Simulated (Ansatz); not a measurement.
Theory: Ansatz, DFT, RPBE, plane waves (420 eV) with PAW, scalar-relativistic. (PAW data from PBE, frozen cores regenerated.)

An element in the diamond structure gives this curve. The cell is scaled uniformly from the relaxed one, with fractional coordinates and shape fixed. Energies are extrapolated to zero smearing, pressures are those at the given smearing. Magnetic state: spin not included.

```json
{"V (Å³/atom)": "42.376", "E − E₀ (meV/atom)": "65.2", "P (GPa)": "4.03"}
{"V (Å³/atom)": "44.302", "E − E₀ (meV/atom)": "27.0", "P (GPa)": "2.40"}
{"V (Å³/atom)": "46.228", "E − E₀ (meV/atom)": "6.3", "P (GPa)": "1.09"}
{"V (Å³/atom)": "48.154", "E − E₀ (meV/atom)": "0.0", "P (GPa)": "0.03"}
{"V (Å³/atom)": "50.081", "E − E₀ (meV/atom)": "5.1", "P (GPa)": "-0.82"}
{"V (Å³/atom)": "52.007", "E − E₀ (meV/atom)": "19.5", "P (GPa)": "-1.51"}
{"V (Å³/atom)": "53.933", "E − E₀ (meV/atom)": "41.4", "P (GPa)": "-2.06"}
```

(1) Which element is it?
A. antimony
B. lutetium
C. tellurium
D. magnesium

Answers

(1) C. Its fit is V₀ = 48.19 Å³/atom, B₀ = 24 GPa, B₀′ = 4.4.
